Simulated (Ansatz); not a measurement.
MnO:

```
Mn O
1.0
     0.00000    2.43651    2.43651
     2.43651    0.00000    2.43651
     2.43651    2.43651    0.00000
Mn O
1 1
Direct
  0.00000 0.00000 0.00000
  0.25000 0.25000 0.25000
```

Measurements of this composition are mostly on another form, of space group No. 225.

| Property | Result |
| --- | --- |
| Program | Ansatz 0.2.0 |
| Task | relaxation of cell and atoms |
| Functional | HSE06 |
| Potentials or basis | Ansatz PAW |
| Cutoff | 420 eV (not typed: the program's choice for these potentials) |
| k mesh | 5 × 5 × 5 |
| Occupations | fermi-dirac, width 0.05 eV |
| Spin | collinear spin, ferromagnetic start |
| Starting moments | [4.0, 0.0] μB |

At the start: volume 14.46 Å³/atom.

**Question.** Where does the relaxation end?

**Answer.** It ends after 7 steps and the volume is 13.70 Å³/atom (-5.3 %); space group F-43m (No. 216, to 0.05 Å); moment 5.00 μB per cell.

Step by step:
```csv
step,energy change (eV),largest force (eV/Å),volume (Å³)
1,0.0000,0.0000,28.93
2,-0.0295,0.0000,27.86
3,-0.0335,0.0000,27.39
4,-0.0334,0.0000,27.43
5,-0.0295,0.0000,27.43
6,-0.0296,0.0000,27.40
7,-0.0296,0.0000,27.40
```

Final structure:
```cif
data_structure
_symmetry_space_group_name_H-M 'P 1'
_symmetry_Int_Tables_number 1
_cell_length_a 3.3840
_cell_length_b 3.3840
_cell_length_c 3.3840
_cell_angle_alpha 60.000
_cell_angle_beta 60.000
_cell_angle_gamma 60.000
_cell_volume 27.40
loop_
_atom_site_label
_atom_site_type_symbol
_atom_site_fract_x
_atom_site_fract_y
_atom_site_fract_z
_atom_site_occupancy
Mn1 Mn 0.00000 0.00000 0.00000 1
O1 O 0.25000 0.25000 0.25000 1
```

Caveat: the k mesh is coarse (spacing up to 0.45 Å⁻¹), so the values aren't converged, least of all with exact exchange; the magnetic or orbital state may not be the lowest; the plane-wave basis is chosen anew once the cell has moved, so the energies of steps on either side of that aren't comparable; the pressure holds a Pulay correction of +0.5 GPa for the finite cutoff; a cell with one magnetic atom can't hold antiferromagnetic order, which such compounds often take; the PAW data sets come from PBE, with cores solved anew for the run's functional, which leaves a small shift of forces and pressure.
